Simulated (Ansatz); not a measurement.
AlNi in Ansatz: the effect of functional

Crystal: AlNi.

```xyz
2
Lattice="2.3310 -1.4130 0.0000 2.3310 1.4130 0.0000 -1.3743 0.0000 3.9319" Properties=species:S:1:pos:R:3 pbc="T T T"
Ni    1.6438    0.0000    1.9660
Al    0.0000    0.0000    0.0000
```

The cell comes from a database or a generator and needn't be the stable form of this composition.

The cell isn't the ideal one: volume scaled by 1.04.

Alike in all runs:

```yaml
Program: Ansatz 0.2.0
Task: single point
Potentials_or_basis: Ansatz PAW
k_mesh: 11 × 11 × 7
Occupations: fermi-dirac, width 0.05 eV
Spin: collinear spin, ferromagnetic start
Starting_moments: "[1.0, 0.0] μB"
```

| functional | cutoff | pressure (GPa) |
| --- | --- | --- |
| LDA | 420 eV (not typed: the program's choice for these potentials) | ? |
| PBEsol | 420 eV (not typed: the program's choice for these potentials) | -8.3 |
| r2SCAN | 500 eV (not typed: the program's choice for these potentials) | -8.2 |

Task: What does the run with functional LDA give?

Result: Pressure -12.7 GPa.

Caveats: the PAW data sets come from PBE, with cores solved anew for the run's functional, which leaves a small shift of forces and pressure; the starting moments weren't kept; the magnetic or orbital state may not be the lowest (some runs).

Runs at the PBE level aren't shown here.
